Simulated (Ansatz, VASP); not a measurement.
## KF: VASP beside Ansatz

```
CELL_PARAMETERS angstrom
3.08323 0.00771 0.00771
0.00771 3.08323 0.00771
0.00771 0.00771 3.08323
ATOMIC_POSITIONS crystal
K 0.00000 0.00000 0.00000
F 0.50000 0.50000 0.50000
```

Change from the starting cell: equal xy, yz and zx engineering shears of +0.5 %.

Alike in both runs: task relaxation of the atoms; functional LDA; k mesh 8 × 8 × 8; no spin polarisation.

|  | VASP | Ansatz |
| --- | --- | --- |
| version | VASP 6.6.1 | Ansatz 0.2.0 |
| potentials or method | VASP PAW LDA potentials, release 64 (K_sv, F), cutoff 520 eV | all-electron LAPW, scalar-relativistic |
| occupations | gaussian, width 0.01 eV | fixed |

```tsv
	VASP	Ansatz	Ansatz less VASP
gap on the k mesh at the Fermi level, each at its own relaxed structure (eV)	7.21	7.21	+0.007
```

Ansatz ran all-electron here, so the differences hold the error of VASP's frozen core and of both bases.

Caveats: the relaxation stopped at its first step, so nothing moved. A k mesh can miss the band edges.
